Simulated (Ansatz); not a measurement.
**k-point convergence of GW for Te2Mo (2H monolayer)**

Aim: the G0W0 gap of Te2Mo (2H monolayer) on a series of meshes, at fixed bands and cutoff.

Main program and level: Ansatz 0.2.0; G0W0 on PBE, plane waves, PAW.

## (1) The starting structure

The cell holds 3 atoms: 1 Mo and 2 Te. Its edges and angles: a = 3.555 Å, b = 3.555 Å, c = 30.400 Å, α = 90.0°, β = 90.0°, γ = 120.0°. Vacuum lies along c.

The structure was relaxed with PBE. The runs that relaxed it are not among those shown. Spin-orbit coupling is left out unless a step names it. The default PAW set here is soft_2. Its files were made with PBE. The Coulomb interaction is cut off across the vacuum.

## (2) The 3×3×1 mesh

G0W0 replaces the xc potential by the self-energy, built once from these orbitals. Only a window of levels is corrected, while the sums run over the empty bands that the input names.

input.yaml reads:

```yaml
crystal:
  lattice:
    - [3.5550178363, 0.0, 0.0]
    - [-1.7775089182, 3.0787357571, 0.0]
    - [0.0, 0.0, 30.4]
  atoms:
    - { symbol: Mo, position: [0.3333333333, 0.6666666667, 0.5] }
    - { symbol: Te, position: [0.6666666667, 0.3333333333, 0.5594686411] }
    - { symbol: Te, position: [0.6666666667, 0.3333333333, 0.4405313589] }
  periodic: [true, true, false]
kpoints:
  mp_grid: { grid: [3, 3, 1] }
hamiltonian:
  xc: pbe
scf:
  occupations: { method: fixed }
gw:
  n_empty_bands: 405
  ecut_chi: 66.0
  qp_bands: [v2, c2]
  qp_kpoints: band_edges
  screening: { model: contour_deformation }
```

Started as:

```sh
> ansatz run input.yaml --threads 3 --pin off --max-ram 92160MiB --backend cuda --events-out ev --progress --plain --runs-dir out --devices 1 --max-vram 13GiB
```

Numbers of over 12 decimals in the logs are rounded to 6 here.

Output:

```text
GPUs: using 1 of 1 available (devices: 1).
Engine: ansatz 0.2.0, x86_64-unknown-linux-gnu
Pseudopotentials: kind: paw
Pseudopotential: Mo, paw, valence charge 14, recommended cutoff 420 eV (normal), Mo.paw.azcp
Pseudopotential: Te, paw, valence charge 16, recommended cutoff 420 eV (normal), Te.paw.azcp
Functional definition: PBE
  parameter kappa = 0.804
  parameter beta = 0.066725
  exchange = pbe_x(kappa = kappa, mu = beta*pi^2/3)
  correlation = pbe_c(beta = beta)
device memory: the entry about to start is reckoned to put 2.9 GiB on a device that reports 58.0 GiB free (of which the cap on the GPU budget leaves the run 13.0 GiB)
GPU FFT provider: cuFFT
GPU libraries: cuBLAS 13.8.2, cuFFT 12.4.0, cuSOLVER 12.3.4
Crystal: 3 atoms, lattice volume = 332.727 Å³
Basis set: ecut = 420 eV, 6407 PW (Γ)
Bands: 28, of which v1, the nominal top of the filled ones, is band 23 counted from 1 (22 counted from 0)
Symmetry: 12 space group operations
Space group: P-6m2 (ITA 187), of the structure as read, at distance tolerance 6.9e-5 Å
k-points: 3 of 9 (time reversal used)
Non-local potential: Mo, projectors of the file, l = 0: 3, l = 1: 2, l = 2: 2, l = 3: 1
Non-local potential: Te, projectors of the file, l = 0: 2, l = 1: 2, l = 2: 2, l = 3: 2
PAW form: soft (Blöchl's): semilocal exchange-correlation on the pseudo side does not see the compensation charge
PAW one-centre angular grid: Mo, 590 points (default); XC on 64 Gauss nodes
PAW one-centre angular grid: Te, 590 points (default); XC on 64 Gauss nodes
Initial density: superposition of atomic densities (neutral atoms: chi_scale 0, normalization atom), corrected by the library's trained network
Initial wavefunctions: pseudopotential atomic-orbital guess
GPU buffer pool allocated for 124416 grid points (all kernels)
GPU transforms: local potential and band sums: pruned to the plane-wave sphere, on 24×24×216
Functional: x = pbe(κ = 0.804, μ = 0.219515), c = pbe(β = 0.066725)
SCF iter   1: F=—  HF=-18916.855297 eV  |F-HF|=—  |Δ(HF+E_count)|=         —  Δρ=5.29e-3  dr2=1.53e-1  ethr=1.77e-3  ⟨swp⟩=7.3  Hψ=421  notcnv=0  defer=9
preconditioner: auto → Resta (q_TF=auto, 1.962 Å⁻¹)  ε∞=2.4  [insulator: Δε(μ)=1.091 eV  Ē_g=7.320 eV  n_scr=18 (ndim 8)  ℏωp=8.6 eV  f_vac=0.747  ε∞_Penn≈2.4  vacuum switching on, ρ_ref=3.9e-3 e/Å³]
SCF iter   2: F=—  HF=-18916.881661 eV  |F-HF|=—  |Δ(HF+E_count)|=   2.64e-2  Δρ=5.77e-3  dr2=3.74e-1  ethr=3.34e-4  ⟨swp⟩=4.7  Hψ=192  notcnv=0  defer=9  recentre
SCF iter   3: F=—  HF=-18916.843238 eV  |F-HF|=—  |Δ(HF+E_count)|=   3.84e-2  Δρ=2.45e-3  dr2=1.84e-2  ethr=3.34e-4  ⟨swp⟩=3.3  Hψ=124  notcnv=0  defer=9
SCF iter   4: F=—  HF=-18916.844027 eV  |F-HF|=—  |Δ(HF+E_count)|=   7.89e-4  Δρ=3.87e-4  dr2=4.48e-4  ethr=4.01e-5  ⟨swp⟩=3.0  Hψ=155  notcnv=0  defer=9
SCF iter   5: F=—  HF=-18916.844180 eV  |F-HF|=—  |Δ(HF+E_count)|=   1.53e-4  Δρ=1.27e-4  dr2=5.60e-5  ethr=9.75e-7  ⟨swp⟩=3.0  Hψ=146  notcnv=0  defer=9
SCF iter   6: F=—  HF=-18916.844191 eV  |F-HF|=—  |Δ(HF+E_count)|=   1.05e-5  Δρ=2.45e-5  dr2=3.06e-6  ethr=1.22e-7  ⟨swp⟩=2.7  Hψ=149  notcnv=0  defer=9
SCF iter   7: F=—  HF=-18916.844192 eV  |F-HF|=—  |Δ(HF+E_count)|=   8.51e-7  Δρ=7.67e-6  dr2=1.54e-7  ethr=6.64e-9  ⟨swp⟩=3.7  Hψ=177  notcnv=0  defer=9
SCF iter   8: F=-18916.844192 eV  HF=-18916.844192 eV  |F-HF|=1.18e-9  |Δ(HF+E_count)|=   9.52e-8  Δρ=1.30e-6  dr2=5.29e-9  ethr=2.17e-10  ⟨swp⟩=16.7  Hψ=506  notcnv=0
SCF 1 converged in 8 iterations: F = -18916.844192 eV  dr2 = 5.29e-9
[...]
device memory: the entry about to start is reckoned to put 4.0 GiB on a device that reports 57.2 GiB free (of which the cap on the GPU budget leaves the run 13.0 GiB)
NSCF: frozen V_eff on 3 k-points
[...]
device memory: the entry about to start is reckoned to put 6.6 GiB on a device that reports 56.6 GiB free (of which the cap on the GPU budget leaves the run 13.0 GiB)
NSCF: frozen V_eff on 3 k-points
G₀W₀ screening: q 1/3
[... further progress lines ...]
device memory: the entry about to start is reckoned to put 0.9 GiB on a device that reports 44.4 GiB free (of which the cap on the GPU budget leaves the run 13.0 GiB)
NSCF: frozen V_eff on 1 k-points
SCF converged after 8 iterations
Free energy (F): -18916.844192 eV
Harris-Foulkes:  -18916.844192 eV  (|F-HF|=1.18e-9)
Internal energy: -18916.844192 eV  (E = F + TS)
E sigma→0 (E₀):  -18916.844192 eV
Fermi energy:    -4.715988 eV
--- Per-component energies (eV) ---
  E_band       = -1358.884905
  E_kinetic    = 802.893079
  E_local      = -104140.054526  (includes V_loc(G=0)·N_el)
  E_nonlocal   = -476.202191
  E_hartree    = 51898.447301
  E_xc         = -431.926457
  E_vxc        = -437.123022  (∫ρ·V_xc dr)
  E_paw        = -12526.991589  (= ΣΔE_a)
  E_vpaw       = -905.290345  (= ΣTr[D̂ρ^β])
  E_aug_tail   = -0.000318  (compensation charges beyond the density's cutoff)
  E_ewald      = 45956.990510
  E_smearing   = -0.000000  (= −TS)
  E_closure    = -0.000000  (closes the sum)
  Σ components = -18916.844192   (vs F -18916.844192, Δ=0.00e0)
--- Band table (eV) ---
  k-point 0: bands = [... 19 lower, -6.3709, -5.6616, -5.6616, -5.2672, -1.8096 (-1.8096°), -1.8096 (-1.8096°), -1.5229, -1.5229, ... 1 higher]
  k-point 1: bands = [... 19 lower, -6.7947, -6.2977, -5.7133, -5.4737, -3.3078, -3.0344, -2.1838, -1.2557, ... 1 higher]
  k-point 2: bands = [... 19 lower, -7.7930, -7.7257, -6.5552, -4.7160, -3.6860, -2.9278, -2.2207, -0.7903, ... 1 higher]
  ° read free of the cell's end (the report's vacuum.weakly_bound_levels)
--- G₀W₀: contour deformation, 7 samples at zero and on the imaginary axis and 1 off it, 9 q-points, 405 empty bands' worth ---
  eigenvalues of the whole cell's RPA ε∞ on this k-mesh (on a slab, of 1 + 4πα/V) = 1.1993, 6.2976, 6.2976; static W/v taken at q = 0 is 0.354510
  bands read: the sum over 428 bands ends inside a degenerate multiplet in 1 slot, whose members it reads at an even weight; the widest, k=0: bands 428 to 429 (counted from 1) at 1/2 each
  gw.qp_kpoints: band_edges: 3 of 3 stored k-points solved, in 1 pass; an edge of the gap read off the rows below is read off those points alone
    ik  band        ε_KS         Σx   Σc(E_QP)       V_xc       Z   E_QP_lin       E_QP  E_QP is
     0    22     -5.6616   -19.8078     1.3248   -18.6769  0.6575    -5.4702    -5.4676  root
     0    23     -5.2672   -17.5518     0.6858   -16.9852  0.6550    -5.1490    -5.1480  root
     0    24     -1.8096   -12.5037    -3.9355   -16.8285  0.6654    -1.4042    -1.4204  root
     0    25     -1.8096   -12.5037    -3.9355   -16.8285  0.6654    -1.4042    -1.4204  root
     1    22     -5.7133   -17.7242     1.1642   -16.6324  0.6432    -5.6414    -5.6409  root
     1    23     -5.4737   -18.0078     1.5005   -16.5340  0.6602    -5.4471    -5.4470  root
     1    24     -3.3078   -13.5225    -4.0087   -17.9707  0.6504    -2.8478    -2.8683  root
     1    25     -3.0344   -14.3817    -3.8162   -18.6702  0.6509    -2.5366    -2.5622  root
     2    22     -6.5552   -18.1732     2.0586   -16.0746  0.6476    -6.5953    -6.5951  root
     2    23     -4.7160   -18.6509     0.8027   -18.0215  0.6492    -4.5448    -4.5428  root
     2    24     -3.6860   -14.6575    -4.3424   -19.5513  0.6417    -3.0997    -3.1345  root
     2    25     -2.9278   -12.8955    -3.8647   -17.1825  0.6679    -2.4876    -2.5056  root
```

Run time: 13 s. Hardware: 1 × NVIDIA H100 80GB HBM3 (shared by 6 runs) with 3 threads of AMD EPYC 7R13 (Zen 3), shared host; peak memory 1.4 GiB.

In the SCF lines HF is the Harris–Foulkes energy and dr2 the Hartree energy of the density residual, in eV; the loop may stop once dr2 is under the threshold and the program's other checks hold. Hψ counts applications of the Hamiltonian.

Numbers from this step:

```yaml
bands_summed: 428
plane_waves_in_the_screening_matrix: 419
q_points_in_the_mesh: 9
g0w0_gap_on_the_mesh: 1.408 eV
k_of_the_valence_top: 0.3333, 0.3333, 0
k_of_the_conduction_bottom: 0.3333, 0.3333, 0
starting_gap_on_the_mesh: 1.030 eV
z_at_the_valence_top: 0.6492
z_at_the_conduction_bottom: 0.6417
least_direct_g0w0_gap_on_the_computed_points: 1.408 eV
```

The gap on the mesh goes from 1.03 eV to 1.41 eV, a correction of +0.38 eV. Between the two edge states, bare exchange in place of the xc potential would open the gap by 5.52 eV, and correlation takes back 5.15 eV.

## (3) The 6×6×1 mesh

A second mesh at equal bands and cutoff isolates the sampling error.

input.yaml: that of step 2 with these lines changed.

```diff
@@ -11,3 +11,3 @@
 kpoints:
-  mp_grid: { grid: [3, 3, 1] }
+  mp_grid: { grid: [6, 6, 1] }
 hamiltonian:
```

Output:

```text
GPUs: using 1 of 1 available (devices: 1).
[...]
GPU FFT provider: cuFFT
GPU libraries: cuBLAS 13.8.2, cuFFT 12.4.0, cuSOLVER 12.3.4
Crystal: 3 atoms, lattice volume = 332.727 Å³
Basis set: ecut = 420 eV, 6407 PW (Γ)
Bands: 28, of which v1, the nominal top of the filled ones, is band 23 counted from 1 (22 counted from 0)
[... 1 set-up line as in the run before ...]
[...]
k-points: 7 of 36 (time reversal used)
[...]
GPU buffer pool allocated for 124416 grid points (all kernels)
[...]
SCF iter   1: F=—  HF=-18916.719940 eV  |F-HF|=—  |Δ(HF+E_count)|=         —  Δρ=2.28e-3  dr2=6.12e-3  ethr=1.77e-3  ⟨swp⟩=8.0  Hψ=981  notcnv=0  defer=20
[...]
SCF iter   7: F=-18916.727733 eV  HF=-18916.727733 eV  |F-HF|=1.88e-8  |Δ(HF+E_count)|=   5.89e-7  Δρ=2.33e-6  dr2=3.60e-8  ethr=2.17e-10  ⟨swp⟩=19.3  Hψ=1228  notcnv=0
SCF 1 converged in 7 iterations: F = -18916.727733 eV  dr2 = 3.60e-8
[...]
0    22     -5.7421   -19.6344     1.0071   -18.7538  0.6940    -5.6162    -5.6156  root
     0    23     -5.3212   -17.8352     0.8142   -17.0469  0.6861    -5.2952    -5.2952  root
     0    24     -1.8309   -12.5566    -3.7578   -16.7842  0.6878    -1.3438    -1.3610  root
     0    25     -1.8309   -12.5566    -3.7578   -16.7842  0.6878    -1.3438    -1.3610  root
     1    22     -5.6904   -16.0743     1.3841   -14.3975  0.7166    -5.9872    -5.9831  root
     1    23     -5.4126   -18.2552     0.8681   -17.4383  0.6836    -5.3614    -5.3613  root
     1    24     -2.9223   -12.4321    -3.6715   -16.5667  0.6933    -2.4445    -2.4592  root
     1    25     -2.7125   -13.1616    -3.6861   -17.4285  0.7074    -2.1113    -2.1317  root
[...]
6    22     -6.5927   -18.2794     1.9790   -16.1420  0.6768    -6.7525    -6.7511  root
     6    23     -4.8691   -18.2844     0.3017   -18.1072  0.6847    -4.7451    -4.7446  root
     6    24     -3.7931   -15.2967    -3.6464   -19.5772  0.6796    -3.1366    -3.1591  root
     6    25     -2.9903   -12.8796    -3.7392   -17.1910  0.7030    -2.3991    -2.4182  root
[key lines of the parts left out:]
SCF converged after 7 iterations
Free energy (F): -18916.727733 eV
Fermi energy:    -4.869109 eV
```

It took 29 s on 1 × NVIDIA H100 80GB HBM3 (shared by 6 runs) with 3 threads; peak memory 1.7 GiB.

This step gave:

- bands summed: 428
- plane waves in the screening matrix: 419
- q-points in the mesh: 36
- G0W0 gap on the mesh: 1.585 eV
- k of the valence top: 0.3333, 0.3333, 0
- k of the conduction bottom: 0.3333, 0.3333, 0
- starting gap on the mesh: 1.076 eV
- Z at the valence top: 0.6847
- Z at the conduction bottom: 0.6796
- least direct G0W0 gap on the computed points: 1.585 eV

Against the run with 3×3×1 mesh, 405 empty bands, screening to 66 eV, the gap moves by +0.18 eV, while the start moved by +0.05 eV.

## (4) The 9×9×1 mesh

input.yaml: that of step 3 with these lines changed.

```diff
@@ -11,3 +11,3 @@
 kpoints:
-  mp_grid: { grid: [6, 6, 1] }
+  mp_grid: { grid: [9, 9, 1] }
 hamiltonian:
```

Output:

```text
GPUs: using 1 of 1 available (devices: 1).
[...]
GPU FFT provider: cuFFT
GPU libraries: cuBLAS 13.8.2, cuFFT 12.4.0, cuSOLVER 12.3.4
Crystal: 3 atoms, lattice volume = 332.727 Å³
Basis set: ecut = 420 eV, 6407 PW (Γ)
Bands: 28, of which v1, the nominal top of the filled ones, is band 23 counted from 1 (22 counted from 0)
[... 1 set-up line as in the run before ...]
[...]
k-points: 12 of 81 (time reversal used)
[...]
1    25     -2.3893   -12.3108    -3.7885   -16.5456  0.6790    -1.9263    -1.9431  root
[...]
11    22     -6.5923   -18.2883     1.9738   -16.1415  0.6802    -6.7673    -6.7653  root
    11    23     -4.8694   -18.2090     0.2237   -18.1071  0.6887    -4.7480    -4.7476  root
    11    24     -3.7917   -15.3738    -3.5609   -19.5768  0.6837    -3.1305    -3.1495  root
    11    25     -2.9895   -12.8799    -3.7189   -17.1910  0.7067    -2.3798    -2.3973  root
[key lines of the parts left out:]
SCF converged after 7 iterations
Free energy (F): -18916.729437 eV
Fermi energy:    -4.869433 eV
```

Elapsed: 74 s, on 1 × NVIDIA H100 80GB HBM3 (shared by 6 runs) with 3 threads; peak memory 2.2 GiB.

Numbers from this step:

```
bands summed                                 : 428
plane waves in the screening matrix          : 419
G0W0 gap on the mesh                         : 1.598 eV
k of the valence top                         : 0.3333, 0.3333, 0
k of the conduction bottom                   : 0.3333, 0.3333, 0
starting gap on the mesh                     : 1.078 eV
least direct G0W0 gap on the computed points : 1.598 eV
```

Against the run with 6×6×1 mesh, 405 empty bands, screening to 66 eV, the gap moves by +0.013 eV.

## (5) The 12×12×1 mesh

input.yaml: that of step 4 with these lines changed.

```diff
@@ -11,3 +11,3 @@
 kpoints:
-  mp_grid: { grid: [9, 9, 1] }
+  mp_grid: { grid: [12, 12, 1] }
 hamiltonian:
```

Output:

```text
GPUs: using 1 of 1 available (devices: 1).
[...]
GPU FFT provider: cuFFT
GPU libraries: cuBLAS 13.8.2, cuFFT 12.4.0, cuSOLVER 12.3.4
Crystal: 3 atoms, lattice volume = 332.727 Å³
Basis set: ecut = 420 eV, 6407 PW (Γ)
Bands: 28, of which v1, the nominal top of the filled ones, is band 23 counted from 1 (22 counted from 0)
[... 1 set-up line as in the run before ...]
[...]
k-points: 19 of 144 (time reversal used)
[...]
1    25     -2.1008   -12.3242    -3.8738   -16.6369  0.6658    -1.6548    -1.6617  root
[...]
18    22     -6.5922   -18.2901     1.9731   -16.1415  0.6809    -6.7697    -6.7677  root
    18    23     -4.8695   -18.1901     0.2055   -18.1073  0.6895    -4.7471    -4.7467  root
    18    24     -3.7917   -15.3945    -3.5395   -19.5769  0.6847    -3.1306    -3.1488  root
    18    25     -2.9895   -12.8796    -3.7148   -17.1911  0.7075    -2.3759    -2.3928  root
[key lines of the parts left out:]
SCF converged after 7 iterations
Free energy (F): -18916.729429 eV
Fermi energy:    -4.869503 eV
```

It took 3.1 min on 1 × NVIDIA H100 80GB HBM3 (shared by 6 runs) with 3 threads; peak memory 2.8 GiB; 5 min of CPU time.

Numbers from this step:

- bands summed: 428
- plane waves in the screening matrix: 419
- G0W0 gap on the mesh: 1.598 eV
- k of the valence top: 0.3333, 0.3333, 0
- k of the conduction bottom: 0.3333, 0.3333, 0
- starting gap on the mesh: 1.078 eV
- least direct G0W0 gap on the computed points: 1.598 eV

Against the run with 9×9×1 mesh, 405 empty bands, screening to 66 eV, the gap moves by −0.0001 eV.

## (6) The meshes together

Times are wall times on 1 × NVIDIA H100 80GB HBM3 (shared by 6 runs) with 3 threads of AMD EPYC 7R13 (Zen 3), shared host, good to a factor of about two.

```csv
mesh,points,irreducible,start (eV),G0W0 (eV),shift (eV),mean of 1 + 4πα/V (set by the cell height),time
3×3×1,9,3,1.030,1.408,+0.378,4.60,13 s
6×6×1,36,7,1.076,1.585,+0.510,4.01,29 s
9×9×1,81,12,1.078,1.598,+0.520,3.89,74 s
12×12×1,144,19,1.078,1.598,+0.520,3.88,3.1 min
```

## (7) Results

| Property | Result |
| --- | --- |
| 3×3×1 | 1.408 eV (shift +0.378) |
| 6×6×1 | 1.585 eV (shift +0.510) |
| 9×9×1 | 1.598 eV (shift +0.520) |
| 12×12×1 | 1.598 eV (shift +0.520) |
| settings | PBE start, 405 empty bands, 66 eV |

The shift is +0.38 eV on 3×3×1 and +0.52 eV on 12×12×1; the last step moves it by −0.0002 eV. The mean of 1 + 4πα/V (set by the cell height) ranges from 3.88 to 4.60 and ends at 3.88; the coarsest mesh overstates it. From 9 to 144 points the time grows 14-fold. Bands and cutoff are modest here, so the values stand off the basis limit. The many-body steps are scalar-relativistic: spin-orbit coupling is not in them.

[Paths, hosts, dates, memory and timing lines, banners, echoed tables and standing remarks are left out of the program output.]

[Logs are printed without paths, hosts, clocks, repeated set-up lines and the standing remarks that a program may print on its own settings, such as how far it seeks lower states.]

[Runs of the session that timed out or met a known fault of the program may be left out.]

[Cells called generated may have been cut or substituted from an entry of the Crystallography Open Database or the Materials Project.]

[Hosts, paths, dates, database ids (printed as entryN), source tags and the programs' standing remarks are cut or masked in the printed files.]
